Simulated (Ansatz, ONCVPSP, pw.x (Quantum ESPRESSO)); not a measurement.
**From atom to crystal: ONCV potential for Ni**

- Element: Ni (Z = 28)
- Generator: ONCVPSP 4.0.1.1 (patched build)
- Type: optimised norm-conserving Vanderbilt (ONCV)
- Functional: PBE
- Relativity: scalar-relativistic
- Frozen core: [Ar]
- Valence charge: 10
- Reference configuration: 3d8 4s2
- Partial waves: 4s: rc 2.40 bohr, ncon 3, nbas 6, qcut 2.9 1/bohr, 2 projectors, debl 3.8 Ha; p scattering state at 0.03 Ha: rc 1.95 bohr, ncon 4, nbas 9, qcut 4 1/bohr, 2 projectors, debl 2.4 Ha; 3d: rc 1.70 bohr, ncon 4, nbas 8, qcut 9.9 1/bohr, 1 projector
- Local potential: polynomial inside 1.60 bohr (lpopt 5, dvloc0 1 Ha)
- Core correction: Teter function, fcfact 2.75, rcfact 1.1

Atomic tests: cutoffs needed: 37 Ha and 42 Ha (the cutoffs (Ha) at which the residual kinetic energy of the hardest occupied pseudo-wave falls to 1 and 0.1 mHa per electron); ghost test: no bound ghost flagged; GHOST(+) flagged for s at 112.4 eV; largest excitation error: -106 meV (all-electron minus pseudo) for 3d7 4s0, out of 4 test configurations.

Crystal test: bcc Ni in pw.x 7.5, no spin, 16³ k-points, Fermi–Dirac smearing 0.01 Ry, cutoffs 100/400 Ry. The reference is all-electron LAPW (Ansatz 0.2.0) with the same functional, mesh and smearing; V0 and B0 come from Birch–Murnaghan fits to the pressures at five volumes. Errors are pseudo minus all-electron; Δ is the rms difference of the E(V) curves that follow from these fits, minima aligned, over ±6 % about the mean V0. Mesh and smearing are coarse, so the numbers serve the comparison and aren't converged zero-temperature values; the lattice is a test structure that the element need not adopt. Spin polarisation and strong correlation are left out, which matters for this element.

All-electron: a0 = 2.798 Å (V0 = 10.96 Å³/atom), B0 = 193.3 GPa.

**Question.** How far does the potential miss the all-electron equation of state?

**Answer.** mean pressure error (GPa): +2.78; a0 (Å): 2.811; a0 error (%): +0.47; B0 error (%): -1.0; Δ (meV/atom): 6.5. The largest radius (2.40 bohr) exceeds half the bond length (2.29 bohr), so the spheres overlap, which is one possible source of error among others.

```tsv
V (Å³/atom)	P all-electron (GPa)	P pseudo (GPa)
10.434	10.64	14.05
10.708	4.67	7.72
10.983	-0.48	2.24
11.258	-4.92	-2.43
11.532	-8.74	-6.51
```

**Question.** At the middle volume, how do free energy and pressure move when the wave cutoff is lowered (ecutrho kept at four times it)?

**Answer.**

| cutoff (Ry) | shift of F (meV/atom) | shift of P (GPa) |
| --- | --- | --- |
| 45 | +33808.7 | -1816.58 |
| 60 | +3792.8 | -372.78 |
| 80 | +59.8 | -11.97 |

Input at the middle volume:

```
&control
  calculation='scf', prefix='x', pseudo_dir='./', outdir='./tmp', tstress=.true., disk_io='none'
/
&system
  ibrav=0, nat=1, ntyp=1, ecutwfc=100, ecutrho=400, nbnd=12,
  occupations='smearing', smearing='fd', degauss=0.01
/
&electrons
  conv_thr=1e-09, mixing_beta=0.4, electron_maxstep=70
/
ATOMIC_SPECIES
Ni 1.0 Ni.UPF
CELL_PARAMETERS angstrom
  -1.40029756 1.40029756 1.40029756
  1.40029756 -1.40029756 1.40029756
  1.40029756 1.40029756 -1.40029756
ATOMIC_POSITIONS crystal
Ni 0.0000 0.0000 0.0000
K_POINTS automatic
16 16 16 0 0 0
```

```bash
pw.x < Ni.scf.in > Ni.scf.out
```

Lines of the output:

```
Message from routine setup:
     using ibrav=0 with symmetry is DISCOURAGED, use correct ibrav instead
     lattice parameter (alat)  =       4.5833  a.u.
     unit-cell volume          =      74.1170 (a.u.)^3
     number of electrons       =        10.00
     number of Kohn-Sham states=           12
     kinetic-energy cutoff     =     100.0000  Ry
     charge density cutoff     =     400.0000  Ry
     scf convergence threshold =      1.0E-09
     Exchange-correlation= PBE
     number of k points=   145  Fermi-Dirac smearing, width (Ry)=  0.0100
     iteration #  1     ecut=   100.00 Ry     beta= 0.40
     total energy              =     -75.99119214 Ry
     estimated scf accuracy    <       0.00838644 Ry
     iteration #  2     ecut=   100.00 Ry     beta= 0.40
     total energy              =     -75.99311616 Ry
     estimated scf accuracy    <       0.00167326 Ry
     iteration #  3     ecut=   100.00 Ry     beta= 0.40
     total energy              =     -75.99336308 Ry
     estimated scf accuracy    <       0.00026291 Ry
     iteration #  4     ecut=   100.00 Ry     beta= 0.40
     total energy              =     -75.99336644 Ry
     estimated scf accuracy    <       0.00000032 Ry
     iteration #  5     ecut=   100.00 Ry     beta= 0.40
     total energy              =     -75.99336660 Ry
     estimated scf accuracy    <       0.00000036 Ry
     iteration #  6     ecut=   100.00 Ry     beta= 0.40
     total energy              =     -75.99336539 Ry
     estimated scf accuracy    <       0.00000101 Ry
     iteration #  7     ecut=   100.00 Ry     beta= 0.40
     total energy              =     -75.99336511 Ry
     estimated scf accuracy    <       0.00001380 Ry
     iteration #  8     ecut=   100.00 Ry     beta= 0.40
     total energy              =     -75.99336624 Ry
     estimated scf accuracy    <       0.00000054 Ry
     iteration #  9     ecut=   100.00 Ry     beta= 0.40
     total energy              =     -75.99336637 Ry
     estimated scf accuracy    <       0.00000006 Ry
     iteration # 10     ecut=   100.00 Ry     beta= 0.40
     the Fermi energy is    13.9785 ev
!    total energy              =     -75.99336638 Ry
     estimated scf accuracy    <          6.7E-10 Ry
     smearing contrib. (-TS)   =      -0.00910642 Ry
     The total energy is F=E-TS. E is the sum of the following terms:
     one-electron contribution =      -5.11334141 Ry
     hartree contribution      =      15.60741708 Ry
     xc contribution           =     -17.71440068 Ry
     ewald contribution        =     -68.76393495 Ry
     convergence has been achieved in  10 iterations
          total   stress  (Ry/bohr**3)                   (kbar)     P=       22.44
     Message from routine punch:
     Nothing written, as per user request (disk_io='none')
```

The run at the middle volume (145 k-points, 10 iterations) took about 27 s on one core of a shared host (Neoverse-V2, 96 threads, 742 GiB, load 62).
